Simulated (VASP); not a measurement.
Te:

```xyz
3
Lattice="4.2284 0.0000 0.0000 -2.1142 3.6619 0.0000 0.0000 0.0000 5.9779" Properties=species:S:1:pos:R:3 pbc="T T T"
Te    1.2333    0.0000    1.9926
Te   -0.6167    1.0681    3.9853
Te    1.4976    2.5938    0.0000
```

The cell was built by a generator and needn't be a form met in nature.

Base run:

| Quantity | Value |
| --- | --- |
| Program | VASP 6.6.1 |
| Functional | PBE |
| Potentials or basis | VASP PAW PBE potentials, release 64 (Te) |
| Cutoff | 300 eV |
| k mesh | 9 × 9 × 6 |
| Occupations | gaussian, width 0.01 eV |
| Spin | non-collinear spin, zero start, spin-orbit coupling |
| Starting moments | [[0.0, 0.0, 0.0], [0.0, 0.0, 0.0], [0.0, 0.0, 0.0]] μB |

Its results: pressure 4.3 GPa; net moment 0.00 μB per cell; largest force 0.020 eV/Å.

Question: The run is repeated on the same cell with these changes: functional from PBE to HSE06; k mesh from 9 × 9 × 6 to 3 × 3 × 2. What comes out?

Answer: Pressure 2.6 GPa; net moment 0.05 μB per cell; largest force 0.825 eV/Å.

Several settings changed at once, so the effect can't be laid on one alone.

Caveats: some runs use coarse meshes; the PAW data sets were made with another functional, which shifts forces and pressure a little (some runs).
